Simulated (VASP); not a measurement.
# CdS (Hawleyite) (F-43m) in VASP: notebook, part 2 of 2

VASP 6.6.1. The steps go on from the part before.

## (4) Dielectric tensor, LDA

INCAR reads:

```
  ALGO = Normal
  EDIFF = 1E-8
  ENCUT = 400
  GGA = CA
  ISIF = 2
  ISMEAR = 0
  LASPH = True
  LCHARG = False
  LEPSILON = True
  LREAL = False
  LWAVE = False
  NELM = 100
  PREC = Accurate
  SIGMA = 0.01
```

KPOINTS reads:

```
k-points
0
Gamma
  14 14 14
```

POSCAR reads:

```
CdS
1.0
    0.0000000000      2.9165000000      2.9165000000
    2.9165000000      0.0000000000      2.9165000000
    2.9165000000      2.9165000000      0.0000000000
Cd S
1 1
Direct
    0.0000000000      0.0000000000      0.0000000000
    0.7500000000      0.7500000000      0.7500000000
```

Potentials or basis: VASP PAW LDA potentials, release 64 (Cd, S).

Started as:

```
cat potpaw_LDA.64/Cd/POTCAR potpaw_LDA.64/S/POTCAR > POTCAR
mpirun -np 1 vasp_std > vasp.out
```

OUTCAR:

```text
EDIFF = 1E-8
   ENCUT = 400
   GGA = CA
   ISIF = 2
   ISMEAR = 0
   LASPH = True
   LEPSILON = True
   LREAL = False
   NELM = 100
   PREC = Accurate

 Found    104 irreducible k-points:

 Following reciprocal coordinates:
            Coordinates               Weight
  0.000000  0.000000  0.000000      1.000000
  0.071429  0.000000  0.000000      8.000000
  0.142857  0.000000  0.000000      8.000000
  0.214286  0.000000  0.000000      8.000000
  0.285714  0.000000  0.000000      8.000000
  0.357143  0.000000  0.000000      8.000000
   k-points           NKPTS =    104   k-points in BZ     NKDIM =    104   number of bands    NBANDS=     13
   number of dos      NEDOS =    301   number of ions     NIONS =      2
   total plane-waves  NPLWV =  21952
   dimension x,y,z NGX =    28 NGY =   28 NGZ =   28
   dimension x,y,z NGXF=    56 NGYF=   56 NGZF=   56
   ions per type =               1   1
   NGX,Y,Z   is equivalent  to a cutoff of  11.29, 11.29, 11.29 a.u.
   NGXF,Y,Z  is equivalent  to a cutoff of  22.57, 22.57, 22.57 a.u.
 SYSTEM =  unknown system
   PREC   = accura    normal or accurate (medium, high low for compatibility)
   ISTART =      0    job   : 0-new  1-cont  2-samecut
   ICHARG =      2    charge: 1-file 2-atom 10-const
   ISPIN  =      1    spin polarized calculation?
   LNONCOLLINEAR =      F non collinear calculations
   LSORBIT =      F    spin-orbit coupling
   LASPH  =      T    aspherical Exc in radial PAW
   ENCUT  =  400.0 eV  29.40 Ry    5.42 a.u.   6.73  6.73  6.73*2*pi/ulx,y,z
   NELM   =    100;   NELMIN=  2; NELMDL= -5     # of ELM steps
   EDIFF  = 0.1E-07   stopping-criterion for ELM
   LREAL  =      F    real-space projection
   EDIFFG = 0.1E-06   stopping-criterion for IOM
   NSW    =      0    number of steps for IOM
   IBRION =     -1    ionic relax: 0-MD 1-quasi-New 2-CG
[... 8 lines left out ...]
   EMIN   =  10.00;   EMAX   =-10.00  energy-range for DOS
   EFERMI =   0.00;   METHOD = LEGACY
   ISMEAR =     0;   SIGMA  =   0.01  broadening in eV -4-tet -1-fermi 0-gaus
   EFERMI_NEDOS =   21; number of points for ismear=-14 and -15
   IALGO  =     38    algorithm
   IMIX   =      4    mixing-type and parameters
     AMIX     =   0.40;   BMIX     =  1.00
[... 161 lines left out ...]
          -0.000000     0.000000     7.174548
 ------------------------------------------------------

 Free energy of the ion-electron system (eV)
  ---------------------------------------------------
  ---------------------------------------------------
  free energy    TOTEN  =        -0.82401935 eV

  energy without entropy =       -0.82401935

------------------------ aborting loop because EDIFF is reached ----------------------------------------

--------------------------------------- Ionic step        2  -------------------------------------------

------------------------ aborting loop because EDIFF is reached ----------------------------------------

--------------------------------------- Ionic step        3  -------------------------------------------

 Free energy of the ion-electron system (eV)
  ---------------------------------------------------
  ---------------------------------------------------
  free energy    TOTEN  =        -0.82402025 eV

  energy without entropy =       -0.82402025

------------------------ aborting loop because EDIFF is reached ----------------------------------------

 PIEZOELECTRIC TENSOR FIELD DIRECTION 3  (e Angst)
 -----------------------------------------------------------------------------
    -0.00115  1.97230  0.00000           ( -0.00000 -0.02403  0.00000)
     1.97230 -0.00115  0.00000           ( -0.02403 -0.00000  0.00000)
     0.00000  0.00000 -0.00022           (  0.00000  0.00000 -0.00000)

 PIEZOELECTRIC TENSOR FIELD DIRECTION 3  (C/m^2)
 -----------------------------------------------------------------------------
    -0.00037  0.63689  0.00000
     0.63689 -0.00037  0.00000
     0.00000  0.00000 -0.00007

 MACROSCOPIC STATIC DIELECTRIC TENSOR (including local field effects in DFT)
 ------------------------------------------------------
           6.722713    -0.000000    -0.000000
           0.000000     6.722713    -0.000000
          -0.000000    -0.000000     6.722713
 ------------------------------------------------------

 PIEZOELECTRIC TENSOR (including local field effects)  for field in x, y, z        (e  Angst)
          XX          YY          ZZ          XY          YZ          ZX
  --------------------------------------------------------------------------------
  x     0.00000    -0.00000    -0.00000     0.00000     1.97927     0.00000
  y     0.00000     0.00000     0.00000     0.00000     0.00000     1.97927
  z    -0.00000    -0.00000     0.00000     1.97927     0.00000     0.00000

 PIEZOELECTRIC TENSOR (including local field effects)  for field in x, y, z        (C/m^2)
          XX          YY          ZZ          XY          YZ          ZX
  --------------------------------------------------------------------------------
  x     0.00000    -0.00000    -0.00000     0.00000     0.63915     0.00000
  y     0.00000     0.00000     0.00000     0.00000     0.00000     0.63915
  z    -0.00000    -0.00000     0.00000     0.63915     0.00000     0.00000

 BORN EFFECTIVE CHARGES (including local field effects) (in |e|, cummulative output)
 ---------------------------------------------------------------------------------
 ion    1
    1     2.18471    -0.00000     0.00000
    2    -0.00000     2.18471     0.00000
    3     0.00000     0.00000     2.18471
 ion    2
    1    -2.18471     0.00000     0.00000
    2     0.00000    -2.18471    -0.00000
    3     0.00000    -0.00000    -2.18471
```

OSZICAR:

```text
N       E                     dE             d eps       ncg     rms          rms(c)
DAV:   1     0.933472244223E+02    0.93347E+02   -0.80888E+03  2824   0.103E+03
DAV:   2    -0.391376897808E+01   -0.97261E+02   -0.93326E+02  3144   0.275E+02
[... 12 lines left out ...]
RMM:   6    -0.823895505392E+00   -0.14596E-02   -0.73355E-05 18249   0.553E-02    0.162E-02
RMM:   7    -0.823962371580E+00   -0.66866E-04   -0.50142E-06 18503   0.158E-02    0.209E-03
RMM:   8    -0.824014530245E+00   -0.52159E-04   -0.59076E-07 18391   0.333E-03    0.823E-04
RMM:   9    -0.824016755225E+00   -0.22250E-05   -0.17191E-06 17654   0.986E-04    0.395E-04
RMM:  10    -0.824020621352E+00   -0.38661E-05   -0.20754E-07 18314   0.317E-04    0.839E-05
RMM:  11    -0.824020267120E+00    0.35423E-06   -0.97628E-08 14251   0.126E-04    0.129E-05
RMM:  12    -0.824020252929E+00    0.14191E-07   -0.29367E-07  7803   0.526E-05    0.323E-06
```

It took 7.4 min on 1 thread of Intel Xeon Platinum 8488C (Sapphire Rapids), shared host; peak memory 0.51 GiB.

These settings aren't checked as converged: the numbers below hold their error.

Results:

```yaml
Band_gap_on_the_k_mesh: 0.89 eV, direct
Electronic_dielectric_tensor_diagonal: 6.72
Born_charges_mean_of_the_diagonal: Cd +2.18; S -2.18 e
```

## (5) Dielectric tensor, LDA

Changes to INCAR since step 4:

```diff
@@ -2,3 +2,3 @@
   EDIFF = 1E-8
-  ENCUT = 400
+  ENCUT = 280
   GGA = CA
```

KPOINTS reads:

```
k-points
0
Gamma
  6 6 6
```

POSCAR is that of step 4.

Potentials or basis: VASP PAW LDA potentials, release 64 (Cd, S).

Started as:

```
cat potpaw_LDA.64/Cd/POTCAR potpaw_LDA.64/S/POTCAR > POTCAR
mpirun -np 1 vasp_std > vasp.out
```

OUTCAR:

```text
EDIFF = 1E-8
   ENCUT = 280
   GGA = CA
   ISIF = 2
   ISMEAR = 0
   LASPH = True
   LEPSILON = True
   LREAL = False
   NELM = 100
   PREC = Accurate

 Found     16 irreducible k-points:

 Following reciprocal coordinates:
            Coordinates               Weight
  0.000000  0.000000  0.000000      1.000000
  0.166667  0.000000  0.000000      8.000000
  0.333333  0.000000  0.000000      8.000000
  0.500000  0.000000  0.000000      4.000000
  0.166667  0.166667  0.000000      6.000000
  0.333333  0.166667  0.000000     24.000000
   k-points           NKPTS =     16   k-points in BZ     NKDIM =     16   number of bands    NBANDS=     13
   number of dos      NEDOS =    301   number of ions     NIONS =      2
   total plane-waves  NPLWV =  13824
   dimension x,y,z NGX =    24 NGY =   24 NGZ =   24
[... 234 lines left out ...]
     0.69788 -0.00035  0.00000
     0.00000  0.00000  0.00022

 MACROSCOPIC STATIC DIELECTRIC TENSOR (including local field effects in DFT)
 ------------------------------------------------------
           9.342861     0.000000    -0.000000
          -0.000000     9.342861     0.000000
           0.000000    -0.000000     9.342861
 ------------------------------------------------------

 PIEZOELECTRIC TENSOR (including local field effects)  for field in x, y, z        (e  Angst)
          XX          YY          ZZ          XY          YZ          ZX
  --------------------------------------------------------------------------------
  x     0.00000    -0.00000     0.00000     0.00000     2.18397     0.00000
  y    -0.00000     0.00000     0.00000     0.00000     0.00000     2.18397
  z    -0.00000     0.00000     0.00000     2.18397     0.00000     0.00000

 PIEZOELECTRIC TENSOR (including local field effects)  for field in x, y, z        (C/m^2)
          XX          YY          ZZ          XY          YZ          ZX
  --------------------------------------------------------------------------------
  x     0.00000    -0.00000     0.00000     0.00000     0.70525     0.00000
  y    -0.00000     0.00000     0.00000     0.00000     0.00000     0.70525
  z    -0.00000     0.00000     0.00000     0.70525     0.00000     0.00000

 BORN EFFECTIVE CHARGES (including local field effects) (in |e|, cummulative output)
 ---------------------------------------------------------------------------------
 ion    1
    1     2.32513     0.00000     0.00000
    2     0.00000     2.32513     0.00000
    3     0.00000     0.00000     2.32513
 ion    2
    1    -2.32513     0.00000     0.00000
    2     0.00000    -2.32513     0.00000
    3     0.00000     0.00000    -2.32513
```

OSZICAR:

```text
N       E                     dE             d eps       ncg     rms          rms(c)
DAV:   1     0.667324329659E+02    0.66732E+02   -0.68297E+03   464   0.764E+02
[... 13 lines left out ...]
RMM:   6    -0.118836900821E+01   -0.16776E-02   -0.25312E-05  1958   0.402E-02    0.160E-02
RMM:   7    -0.118853782796E+01   -0.16882E-03   -0.38768E-07  1924   0.929E-03    0.206E-03
RMM:   8    -0.118859234390E+01   -0.54516E-04    0.11864E-08  1887   0.310E-03    0.726E-04
RMM:   9    -0.118859056368E+01    0.17802E-05    0.13831E-06  2055   0.682E-04    0.443E-04
RMM:  10    -0.118859191733E+01   -0.13537E-05   -0.12080E-06  1918   0.377E-04    0.551E-05
RMM:  11    -0.118859238904E+01   -0.47171E-06   -0.93253E-08  1452   0.102E-04    0.214E-05
RMM:  12    -0.118859224355E+01    0.14549E-06    0.39470E-08   873   0.665E-05    0.704E-06
```

stdout:

```text
POSCAR found type information on POSCAR CdS
 POSCAR found :  2 types and       2 ions
 scaLAPACK will be used
 LDA part: xc-table for (Slater(with rela. corr.)+CA(PZ))
 , standard interpolation
 POSCAR, INCAR and KPOINTS ok, starting setup
 FFT: planning ... GRIDC
 FFT: planning ... GRID_SOFT
 FFT: planning ... GRID
 WAVECAR not read
 entering main loop
 Linear response reoptimize wavefunctions to high precision
 Linear response G [H, r] |phi>, progress :
  Direction:   1
 Linear response G [H, r] |phi>, progress :
  Direction:   2
 Linear response G [H, r] |phi>, progress :
  Direction:   3
 Linear response to external field (no local field effect), progress :
  Direction:   1
 dielectric tensor                  component  1 :    10.631     2.906     0.979
 Linear response to external field (no local field effect), progress :
  Direction:   2
 dielectric tensor                  component  2 :     2.906    10.796    -1.139
 Linear response to external field (no local field effect), progress :
  Direction:   3
 dielectric tensor                  component  3 :     0.982    -1.141     7.829
 Linear response to external field, progress :
  Direction:   1
 dielectric tensor                  component  1 :     9.343     1.581     0.498
 Linear response to external field, progress :
  Direction:   2
 dielectric tensor                  component  2 :     1.579     9.343     0.425
 Linear response to external field, progress :
  Direction:   3
 dielectric tensor                  component  3 :     1.220     0.859     9.343
 Born effective charges drift removed
```

Wall time 28 s (1 thread of Intel Xeon Platinum 8488C (Sapphire Rapids), shared host); peak memory 0.15 GiB.

The run converged, but some of its settings lie outside the range that counts as converged, so its numbers aren't taken as properties of the crystal.

What came out:

```
Band gap on the k mesh                  : 0.88 eV, direct
Electronic dielectric tensor (diagonal) : 9.34
Born charges (mean of the diagonal)     : Cd +2.33; S -2.33 e
```

Caveat: the cutoff is under 1.25 times the usual one of these potentials, so pressure, stress and relaxed cells hold a basis-set (Pulay) error.

## (6) For comparison

An earlier run on the cell as given: functional PBE; potentials or basis VASP PAW PBE potentials, release 64 (Cd, S); cutoff 520 eV; k mesh 8 × 8 × 8; occupations fermi-dirac, width 0.05 eV; no spin polarisation.

- Pressure: 3.2 GPa
- Band gap on the k mesh: 1.15 eV, direct
